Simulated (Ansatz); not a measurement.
Frozen normal mode in Si₇Ge

The calculation used Ansatz 0.2.0, DFT PBEsol, scalar-relativistic, plane waves, PAW. Settings: plane waves to 420 eV, k-mesh 6×6×6 (Γ-centred), Gaussian smearing 0.03 eV. No spin polarisation. Energies are free energies at this smearing, counted from the undisturbed cell; pressure is positive in compression.

The undisturbed cell (relaxed at this level; it needn't be the usual structure):

```
Si Ge
1.0
     5.45918    0.00000    0.00000
     0.00000    5.45918    0.00000
     0.00000    0.00000    5.45918
Si Ge
7 1
Cartesian
  1.3790 1.3790 1.3790
  0.0000 2.7296 2.7296
  2.7296 2.7296 0.0000
  2.7296 0.0000 2.7296
  4.0802 1.3790 4.0802
  4.0802 4.0802 1.3790
  1.3790 4.0802 4.0802
  0.0000 0.0000 0.0000
```

A zone-centre mode of this cell is frozen in: each atom moves by x times its row below, so x is the largest displacement.
```
atom ux uy uz
 Si1   0.499   0.499   0.499
 Si2  -0.731  -0.133  -0.133
 Si3  -0.133  -0.133  -0.731
 Si4  -0.133  -0.731  -0.133
 Si5  -0.124  -0.746  -0.124
 Si6  -0.124  -0.124  -0.746
 Si7  -0.746  -0.124  -0.124
 Ge8   0.577   0.577   0.577
```

```tsv
x (Å)	ΔE (meV/cell)	force along the mode (eV/Å)	pressure (GPa)	gap on the mesh (eV)
-0.3000	410.1	2.86	-1.8	0.05
-0.2250	225.5	2.07	-1.1	0.18
-0.1500	?	1.33	-0.5	?
-0.0750	24.4	0.65	-0.1	0.28
0.0000	0.0	0.00	0.0	0.28
0.0750	24.8	?	-0.1	?
0.1500	102.5	-1.41	-0.5	0.38
0.2250	239.2	-2.25	-1.1	0.35
0.2625	331.8	-2.70	-1.4	0.28
0.3000	441.8	-3.17	?	?
```

Q: Give the withheld values.

A: ΔE (meV/cell) at x (Å) = -0.1500: 98.5; gap on the mesh (eV) at x (Å) = -0.1500: 0.25; force along the mode (eV/Å) at x (Å) = 0.0750: -0.67; gap on the mesh (eV) at x (Å) = 0.0750: 0.33; pressure (GPa) at x (Å) = 0.3000: -1.8; gap on the mesh (eV) at x (Å) = 0.3000: 0.20.